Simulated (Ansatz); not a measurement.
# Ruthenium, simple cubic under r²SCAN: from relaxation to bulk modulus, part 3 of 3

What does r²SCAN give for ruthenium in the simple cubic structure? We relax it, solve it on a dense k-mesh, then scale the cell to 7 volumes from 88 to 112 % of the relaxed one and try a fit of the equation of state. The start is ferromagnetic. The k-meshes are 13×13×13 for the relaxation; 21×21×21 for the dense run; 21×21×21 for the volumes.

Ansatz 0.2.0; DFT, r2SCAN, plane waves (500 eV) with PAW, scalar-relativistic.

**7. The cell scaled to 100 % of its volume**

This is Ru in the simple cubic structure; at room conditions it is hcp.

input.yaml

```yaml
crystal:
  lattice:
    - [2.4904132376, 0.0, 0.0]
    - [0.0, 2.4904132376, 0.0]
    - [0.0, 0.0, 2.4904132376]
  atoms:
    - { symbol: Ru, position: [0.0, 0.0, 0.0], spin: 1.0 }
hamiltonian:
  xc: r2scan
  pseudopotentials:
    kind: paw
    azcp:
      Ru: "pseudopotentials/Ru.paw.azcp"
basis:
  ecutwfc: 500
  fft_grid_basis: typed
kpoints:
  mp_grid: { grid: [21, 21, 21], shift: [0, 0, 0] }
magnetization:
  spin_polarized: true
scf:
  occupations: { method: fermi_dirac, width: 0.05 }
output:
  stress: true
```

Output (excerpt; [...] marks lines left out):

```text
Warning: RAYON_NUM_THREADS=2 ignored (pool sized by the plan → 2); use --threads N
[...]
Pseudopotentials: kind: paw
Pseudopotential: Ru, paw, valence charge 16, recommended cutoff 500 eV (meta_gga), <dir>
Functional definition: r2SCAN
[...]
Crystal: 1 atoms, lattice volume = 15.446 Å³
Basis set: ecut = 500 eV, 389 PW (Γ), exchange–correlation on 80×80×80 points (64 copies of the dense FFT grid, shifted against one another)
Bands: 13, of which v1, the nominal top of the filled ones, is band 8 counted from 1 (7 counted from 0)
Symmetry: 48 space group operations
[...]
WARN: the starting moments were not kept: the SCF closed with an absolute magnetisation of 9.2e-7 μB, where they sum to 1 μB in size (1 site). That is at most 0.1 of that sum. Measured as dr2_m measures the in/out step, that magnetisation stands 5.2e-13 eV from none, at or under the [...]
SCF converged after 25 iterations
Magnetization: 0.0000 μB (8.0000 up, 8.0000 down)
Absolute magnetization: 0.0000 μB (∫|ρ↑−ρ↓|, with the PAW one-centre terms)
Spin contamination: 0.0000 ħ² per cell (⟨S²⟩ above its minimum at these occupations)
Per-site moments (μB) at R_I (Å): [(6.974735224439979e-7, 1.02729546051)]
Free energy (F): -5889.542646 eV
[...]
E sigma→0 (E₀):  -5889.536562 eV
Entropy (-TS):   -0.012169 eV (-12.169 meV/atom)
Fermi energy:    20.226003 eV
[...]
--- Stress (GPa, compression-positive) ---
        0.167616       0.000000       0.000000
        0.000000       0.167616       0.000000
        0.000000       0.000000       0.167616
  P = ⅓ Tr σ = 0.1676 GPa (1.676 kbar)
```

Wall time 36 s (2 threads of an Arm CPU, shared host); peak memory 0.42 GiB.

**8. The cell scaled to 104 % of its volume**

input.yaml: that of step 7 with these lines changed.

```diff
@@ -2,5 +2,5 @@
   lattice:
-    - [2.4904132376, 0.0, 0.0]
-    - [0.0, 2.4904132376, 0.0]
-    - [0.0, 0.0, 2.4904132376]
+    - [2.5231855911, 0.0, 0.0]
+    - [0.0, 2.5231855911, 0.0]
+    - [0.0, 0.0, 2.5231855911]
   atoms:
@@ -24 +24,5 @@
   stress: true
+  write_density: true
+  write_potential: true
+  elf: true
+  volumetric_format: npy
```

Output (excerpt; [...] marks lines left out):

```text
Warning: RAYON_NUM_THREADS=2 ignored (pool sized by the plan → 2); use --threads N
[...]
[... 3 set-up lines as earlier in the session ...]
[...]
Crystal: 1 atoms, lattice volume = 16.064 Å³
Basis set: ecut = 500 eV, 437 PW (Γ), exchange–correlation on 80×80×80 points (64 copies of the dense FFT grid, shifted against one another)
Bands: 13, of which v1, the nominal top of the filled ones, is band 8 counted from 1 (7 counted from 0)
[... 1 set-up line as earlier in the session ...]
[...]
WARN: the starting moments were not kept: the SCF closed with an absolute magnetisation of 8.1e-6 μB, where they sum to 1 μB in size (1 site). That is at most 0.1 of that sum. Measured as dr2_m measures the in/out step, that magnetisation stands 3.4e-11 eV from none, at or under the [...]
Per-site moments (μB) at R_I (Å): [(-7.316903964529139e-6, 1.04081405632875)]
Free energy (F): -5889.526087 eV
[...]
E sigma→0 (E₀):  -5889.519706 eV
Entropy (-TS):   -0.012763 eV (-12.763 meV/atom)
Fermi energy:    19.228926 eV
[...]
--- Stress (GPa, compression-positive) ---
       -8.429278      -0.000000      -0.000000
       -0.000000      -8.429278       0.000000
       -0.000000      -0.000000      -8.429278
  P = ⅓ Tr σ = -8.4293 GPa (-84.293 kbar)
--- Band table (eV; the first three rows and the last of 572) ---
  k-point 0 ↑: bands = ["-55.8695", "-24.5051", "-24.5051", "-24.5051", "12.0019", "13.7301", "13.7301", "20.8498", "20.8498", "20.8498", "36.4892", "36.4892", "36.4892"]
[...]
```

Wall time 39 s (2 threads of an Arm CPU, shared host); peak memory 0.43 GiB.

**9. The cell scaled to 108 % of its volume**

input.yaml: that of step 8 with these lines changed.

```diff
@@ -2,5 +2,5 @@
   lattice:
-    - [2.5231855911, 0.0, 0.0]
-    - [0.0, 2.5231855911, 0.0]
-    - [0.0, 0.0, 2.5231855911]
+    - [2.5551280401, 0.0, 0.0]
+    - [0.0, 2.5551280401, 0.0]
+    - [0.0, 0.0, 2.5551280401]
   atoms:
@@ -24,5 +24 @@
   stress: true
-  write_density: true
-  write_potential: true
-  elf: true
-  volumetric_format: npy
```

Output (excerpt; [...] marks lines left out):

```text
Warning: RAYON_NUM_THREADS=2 ignored (pool sized by the plan → 2); use --threads N
[...]
[... 3 set-up lines as earlier in the session ...]
[...]
Crystal: 1 atoms, lattice volume = 16.682 Å³
Basis set: ecut = 500 eV, 437 PW (Γ), exchange–correlation on 80×80×80 points (64 copies of the dense FFT grid, shifted against one another)
Bands: 13, of which v1, the nominal top of the filled ones, is band 8 counted from 1 (7 counted from 0)
[... 1 set-up line as earlier in the session ...]
[...]
WARN: the starting moments were not kept: the SCF closed with an absolute magnetisation of 1.6e-5 μB, where they sum to 1 μB in size (1 site). That is at most 0.1 of that sum. Measured as dr2_m measures the in/out step, that magnetisation stands 1.5e-10 eV from none, at or under the [...]
SCF converged after 21 iterations
Magnetization: 0.0000 μB (8.0000 up, 8.0000 down)
Absolute magnetization: 0.0000 μB (∫|ρ↑−ρ↓|, with the PAW one-centre terms)
Spin contamination: 0.0000 ħ² per cell (⟨S²⟩ above its minimum at these occupations)
Per-site moments (μB) at R_I (Å): [(1.5486023305732246e-5, 1.05399031654125)]
Free energy (F): -5889.479908 eV
[...]
E sigma→0 (E₀):  -5889.473226 eV
Entropy (-TS):   -0.013364 eV (-13.364 meV/atom)
Fermi energy:    18.305163 eV
[...]
--- Stress (GPa, compression-positive) ---
      -15.257033      -0.000000      -0.000000
        0.000000     -15.257033       0.000000
       -0.000000      -0.000000     -15.257033
  P = ⅓ Tr σ = -15.2570 GPa (-152.570 kbar)
```

Run time: 62 s. Hardware: 2 threads of an Arm CPU, shared host; peak memory 0.67 GiB.

**10. The cell scaled to 112 % of its volume**

input.yaml: that of step 9 with these lines changed.

```diff
@@ -2,5 +2,5 @@
   lattice:
-    - [2.5551280401, 0.0, 0.0]
-    - [0.0, 2.5551280401, 0.0]
-    - [0.0, 0.0, 2.5551280401]
+    - [2.5862912095, 0.0, 0.0]
+    - [0.0, 2.5862912095, 0.0]
+    - [0.0, 0.0, 2.5862912095]
   atoms:
@@ -24 +24,5 @@
   stress: true
+  write_density: true
+  write_potential: true
+  elf: true
+  volumetric_format: npy
```

Output (excerpt; [...] marks lines left out):

```text
Warning: RAYON_NUM_THREADS=2 ignored (pool sized by the plan → 2); use --threads N
[...]
[... 3 set-up lines as earlier in the session ...]
[...]
Crystal: 1 atoms, lattice volume = 17.299 Å³
Basis set: ecut = 500 eV, 461 PW (Γ), exchange–correlation on 80×80×80 points (64 copies of the dense FFT grid, shifted against one another)
Bands: 13, of which v1, the nominal top of the filled ones, is band 8 counted from 1 (7 counted from 0)
[... 1 set-up line as earlier in the session ...]
[...]
WARN: the starting moments were not kept: the SCF closed with an absolute magnetisation of 2.9e-5 μB, where they sum to 1 μB in size (1 site). That is at most 0.1 of that sum. Measured as dr2_m measures the in/out step, that magnetisation stands 4.7e-10 eV from none, at or under the [...]
Per-site moments (μB) at R_I (Å): [(2.7271392023606516e-5, 1.0668451239187502)]
Free energy (F): -5889.410252 eV
[...]
E sigma→0 (E₀):  -5889.403261 eV
Entropy (-TS):   -0.013981 eV (-13.981 meV/atom)
Fermi energy:    17.447295 eV
[...]
--- Stress (GPa, compression-positive) ---
      -20.655068       0.000000       0.000000
        0.000000     -20.655068       0.000000
        0.000000      -0.000000     -20.655068
  P = ⅓ Tr σ = -20.6551 GPa (-206.551 kbar)
--- Band table (eV; the first three rows and the last of 572) ---
  k-point 0 ↑: bands = ["-57.4896", "-26.2378", "-26.2378", "-26.2378", "10.6589", "12.4771", "12.4771", "18.8876", "18.8876", "18.8876", "34.1471", "34.1471", "34.1471"]
[...]
```

It took 92 s on 2 threads of an Arm CPU, shared host; peak memory 0.67 GiB.

**11. Fitting the volumes**

All volumes keep the relaxed shape and fractional coordinates.

```csv
V (Å³/atom),E − E₀ (meV/atom),P from the stress (GPa),P from the fit (GPa)
13.592,213.2,41.54,41.51
14.210,87.4,24.52,24.42
14.828,20.3,10.97,10.87
15.446,0.0,0.17,0.09
16.064,16.8,-8.43,-8.49
16.682,63.3,-15.26,-15.33
17.299,133.3,-20.66,-20.78
```

A third-order Birch-Murnaghan fit gives V₀ = 15.452 Å³/atom, B₀ = 239 GPa and B₀′ = 4.7; it misses no point by more than 0.05 meV/atom.

Fit and stress differ a little: one follows E(σ → 0), the other the smeared free energy.

**12. Results**

What follows sums up all 3 parts.

| quantity | value |
| --- | --- |
| space group (spins left aside) | Pm-3m (No. 221) |
| conventional cell | a = 2.490 Å |
| volume | 15.446 Å³/atom |
| shortest distance | 2.490 Å |
| gap on the mesh | none (levels filled in part) |
| magnetic state | non-magnetic |
| relative to hcp | +1171 meV/atom |
| V₀, B₀, B₀′ | 15.452 Å³/atom, 239 GPa, 4.7 |

**Reading.** From the guessed start the volume grew by 5.5 % in 5 steps. It lies 1171 meV/atom above the element's reference form at the same level (hcp, from a run of its own), so it is far from stable. The moments die out: the run ends non-magnetic. No gap shows: it is a metal or semimetal at this level. B₀ comes out at 239 GPa. The symmetry was held, so the structure may be unstable against distortions that break it.
